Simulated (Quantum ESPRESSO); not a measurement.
The system is Ni.

```xyz
1
Lattice="0.0000 1.7376 1.7376 1.7376 0.0000 1.7376 1.7376 1.7376 0.0000" Properties=species:S:1:pos:R:3 pbc="T T T"
Ni    0.0000    0.0000    0.0000
```

Base run:

* Program: Quantum ESPRESSO 7.5
* Functional: PBEsol
* Potentials or basis: GBRV 1.5 PBEsol
* Cutoff: 612 eV
* Density cutoff: 4898 eV
* k mesh: 10 × 10 × 10
* Occupations: fermi-dirac, width 0.05 eV
* Spin: collinear spin, ferromagnetic start
* Starting moments: [1.0] μB

Its results: band gap on the k mesh none (metal or under the smearing width); pressure -2.0 GPa; net moment 0.73 μB per cell; site moments Ni +0.76 μB.

Q: After a change of settings the same cell gave: band gap on the k mesh none (metal or under the smearing width); pressure -2.6 GPa; net moment 0.64 μB per cell; site moments Ni +0.67 μB. Which change was it?
A. k mesh from 10 × 10 × 10 to 13 × 13 × 13
B. functional from PBEsol to B86bPBE; potentials or basis from GBRV 1.5 PBEsol to SSSP 1.3 efficiency PBE; cutoff from 612 eV to 748 eV; density cutoff from 4898 eV to 5987 eV
C. functional from PBEsol to PBE; potentials or basis from GBRV 1.5 PBEsol to GBRV 1.5 PBE

A: A.

Caveats: the Wannier minimisation didn't converge (some runs).

Not every run made on this cell is shown here.
